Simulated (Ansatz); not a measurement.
Hg, DFT, LDA, all-electron LAPW, scalar-relativistic (Ansatz 0.2.0), run on 1 thread of Intel(R) Xeon(R) Platinum 8488C (Sapphire Rapids) on a shared host.

The cell comes from COD entry 1541226, which wasn't checked; take it as a given geometry. The listed cell was then made from it by scaling, straining or moving an atom.

Command: `ansatz run input.yaml --threads 1 --pin off --max-ram 3072MiB --backend cpu --events-out ev --progress --plain --runs-dir out`

```yaml
crystal:
  lattice:
    - [1.763930647, 1.0184058339, 2.2778150453]
    - [-1.763930647, 1.0184058339, 2.2778150453]
    - [0.0, -2.0368116678, 2.2778150453]
  atoms:
    - { symbol: Hg, position: [0.0, 0.0, 0.0] }
kpoints:
  mp_grid: { grid: [12, 12, 12] }
  band_path:
    path:
      - [0.0, 0.0, 0.0]
      - [0.5, 0.5, 0.5]
      - [0.7000691066, 0.2999308934, 0.5]
      - [0.5, -0.2999308934, 0.2999308934]
      - [0.5, 0.0, 0.0]
      - [0.0, 0.0, 0.0]
      - [0.3999654467, -0.3999654467, 0.0]
      - [0.6000345533, 0.0, 0.3999654467]
      - [0.5, 0.0, 0.5]
    npoints: 5
scf:
  occupations: { method: fermi_dirac, width: 0.03 }
hamiltonian:
  xc: lda
  pseudopotentials: { kind: all_electron, lapw: { basis_error: 0.0005 } }
output:
  forces: true
  stress: true
  eigenvalues: true
```

Task: How large is the problem that the program sets up?

Result: 189 irreducible k-points, 209 plane waves at Γ, 21 bands.

Task: Estimate the wall time and the peak memory.

Result: 16 s of wall time for 8 SCF iterations, with a peak of 0.43 GiB. Times on shared machines scatter by tens of per cent.
